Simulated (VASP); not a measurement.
## Mn: work function with PBE

The system is Mn, a sheet with vacuum.

```
Mn
1.0
     2.61432    0.00000    0.00000
     0.00000    2.61432    0.00000
     0.00000    0.00000   23.80000
Mn
1
Cartesian
  0.0000 0.0000 7.0001
```

The cell was built by a generator and needn't be a form met in nature.

| Property | Result |
| --- | --- |
| Program | VASP 6.6.1 |
| Task | work function |
| Functional | PBE |
| Potentials or basis | VASP PAW PBE potentials, release 64 (Mn_pv) |
| Cutoff | 520 eV |
| k mesh | 10 × 10 × 1 |
| Occupations | gaussian, width 0.05 eV |
| Spin | collinear spin, ferromagnetic start |
| Starting moments | [4.0] μB |
| Dipole correction | yes |
| Further INCAR settings | ALGO = Normal; EDIFF = 1e-06 |

| Item | Value |
| --- | --- |
| Band gap on the k mesh | none (metal or under the smearing width) |
| Net moment | 4.32 μB per cell |
| Site moments | Mn +3.89 μB |
| Valence electrons inside the program's atomic spheres | Mn 11.46 |
| Work function of the upper face | 3.68 eV |
| Work function of the lower face | 3.68 eV |

Levels at points of the mesh, in eV from the Fermi level:
Spin up:
| k point | band 5 | band 6 | band 7 | band 8 | band 9 | band 10 | band 11 | band 12 |
| --- | --- | --- | --- | --- | --- | --- | --- | --- |
| (0.00, 0.00, 0.00) | -3.53 | -3.03 | -1.70 | -1.70 | -0.80 | -0.59 | 3.11 | 3.83 |
| (0.50, 0.00, 0.00) | -3.41 | -2.20 | -1.68 | -1.57 | 0.16 | 2.99 | 4.49 | 6.88 |
| (0.50, 0.50, 0.00) | -2.91 | -2.91 | -1.98 | -0.04 | 5.09 | 5.09 | 9.10 | 9.70 |
Spin down:
```csv
k point,band 1,band 2,band 3,band 4,band 5,band 6,band 7,band 8
"(0.00, 0.00, 0.00)",-45.86,-45.59,-45.59,-4.41,-0.57,0.29,0.48,2.30
"(0.50, 0.00, 0.00)",-45.85,-45.83,-45.57,-0.78,-0.15,0.90,1.48,1.84
"(0.50, 0.50, 0.00)",-45.82,-45.82,-45.81,-1.29,0.72,0.72,2.03,3.55
```

Run time: 92 s on 1 thread of Intel(R) Xeon(R) Platinum 8488C (Sapphire Rapids), with other jobs on the host, peak memory 0.33 GiB.
